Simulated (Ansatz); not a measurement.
# Ti3Al: the cost of one run

Computed with Ansatz 0.2.0 (DFT PBEsol, scalar-relativistic, plane waves, PAW, unless a step's input says otherwise).

The COD entry's cell or inner coordinates are ideal or old and differ from later refinements, so a difference from it is no clean test against experiment.

1 further run of the same task is left out (set aside as unsound or not needed).

### Step 1. The structure to begin with

Symmetry: P6_3/mmc, No. 194, hexagonal system. The conventional cell has a = 5.688 Å, b = 5.688 Å, c = 4.608 Å, α = 90.00°, β = 90.00°, γ = 120.00°. Around Ti (site symmetry mm2) lie 8 Ti at 2.79 to 2.90 Å and 4 Al at 2.81 to 2.84 Å. Al (site symmetry -6m2) is surrounded by 12 Ti at 2.81 to 2.84 Å.

As a file:

```cif
data_structure
_symmetry_space_group_name_H-M 'P6_3/mmc'
_symmetry_Int_Tables_number 194
_cell_length_a 5.6878
_cell_length_b 5.6878
_cell_length_c 4.6077
_cell_angle_alpha 90.000
_cell_angle_beta 90.000
_cell_angle_gamma 120.000
_cell_volume 129.09
loop_
_atom_site_label
_atom_site_type_symbol
_atom_site_symmetry_multiplicity
_atom_site_Wyckoff_symbol
_atom_site_fract_x
_atom_site_fract_y
_atom_site_fract_z
_atom_site_occupancy
Ti1 Ti 6 h 0.83031 0.16969 0.25000 1
Al1 Al 2 c 0.33333 0.66667 0.25000 1
```

It is the result of an earlier relaxation at this level (volume 16.14 Å³/atom; gap on the mesh: none (metal)).

### Step 2. Zero of the scan

File input.yaml:

```yaml
crystal:
  lattice:
    - [5.6877954802, 0.0, 0.0]
    - [-2.8438977401, 4.9257753774, 0.0]
    - [0.0, 0.0, 4.6077220462]
  atoms:
    - { symbol: Ti, position: [0.8303111832, 0.1696888168, 0.25] }
    - { symbol: Ti, position: [0.6606223664, 0.8303111832, 0.75] }
    - { symbol: Ti, position: [0.8303111832, 0.6606223664, 0.25] }
    - { symbol: Ti, position: [0.1696888168, 0.8303111832, 0.75] }
    - { symbol: Ti, position: [0.3393776336, 0.1696888168, 0.25] }
    - { symbol: Ti, position: [0.1696888168, 0.3393776336, 0.75] }
    - { symbol: Al, position: [0.3333333333, 0.6666666667, 0.25] }
    - { symbol: Al, position: [0.6666666667, 0.3333333333, 0.75] }
basis:
  ecutwfc: 420
kpoints:
  mp_grid: { grid: [6, 6, 8] }
hamiltonian:
  xc: pbesol
scf:
  occupations: { method: gaussian, width: 0.15 }
output:
  forces: true
  stress: true
  eigenvalues: true
  write_density: true
  write_potential: true
  elf: true
  volumetric_format: npy
```

On the command line:

```sh
ansatz run input.yaml --threads 2 --pin off --max-ram 5120MiB --backend cpu --events-out ev --progress --plain --runs-dir out
```

**Question.** How long does this run take on 2 threads of Intel Xeon 6975P-C (Granite Rapids), shared host, and how much memory does it need?

About 4.1 s, with a peak of 0.52 GiB.
